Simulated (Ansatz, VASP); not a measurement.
# Two plane-wave programs on GaSb

The input INCAR:

```
ALGO = Normal
EDIFF = 1E-7
ENCUT = 520
GGA = CA
ISIF = 2
ISMEAR = 0
LASPH = T
LCHARG = T
LELF = T
LREAL = F
LVHAR = T
LWAVE = F
NBANDS = 16
NELM = 80
PREC = Accurate
SIGMA = 0.1
```

The input KPOINTS:

```
k-points
0
Gamma
  6 6 6
```

The input POSCAR:

```
GaSb
1.0
    0.0000000000      3.0590000000      3.0590000000
    3.0590000000      0.0000000000      3.0590000000
    3.0590000000      3.0590000000      0.0000000000
Ga Sb
1 1
Direct
    0.0000000000      0.0000000000      0.0000000000
    0.7500000000      0.7500000000      0.7500000000
```

Input for Ansatz:

```yaml
crystal:
  lattice:
    - [0.0, 3.059, 3.059]
    - [3.059, 0.0, 3.059]
    - [3.059, 3.059, 0.0]
  atoms:
    - { symbol: Ga, position: [0.0, 0.0, 0.0] }
    - { symbol: Sb, position: [0.75, 0.75, 0.75] }
basis:
  ecutwfc: 420
kpoints:
  mp_grid: { grid: [6, 6, 6] }
hamiltonian:
  xc: lda
scf:
  occupations: { method: gaussian, width: 0.1 }
output:
  forces: true
  stress: true
  eigenvalues: true
```

Alike in both runs: task single point; functional LDA; k mesh 6 × 6 × 6; occupations gaussian, width 0.1 eV; no spin polarisation.

|  | VASP | Ansatz |
| --- | --- | --- |
| version | VASP 6.6.1 | Ansatz 0.2.0 |
| potentials or method | VASP PAW LDA potentials, release 64 (Ga_d, Sb) | scalar-relativistic, plane waves, PAW |
| plane-wave cutoff (eV) | 520 | 420 |
| valence electrons in the cell | 18 | 28 |

```tsv
	VASP	Ansatz	Ansatz less VASP
gap on the k mesh at the Fermi level (eV)	none	none	-
pressure (GPa)	-1.5	-1.6	-0.17
```

A gap of «none» marks a metal or a gap that the smearing closes. The two sets of potentials don't hold the same shells in valence.

Caveats: this crystal is a semiconductor, whose small gap the functional closes, so the metal is an error of the method. Spin-orbit coupling is left out, which matters for the levels of Sb.
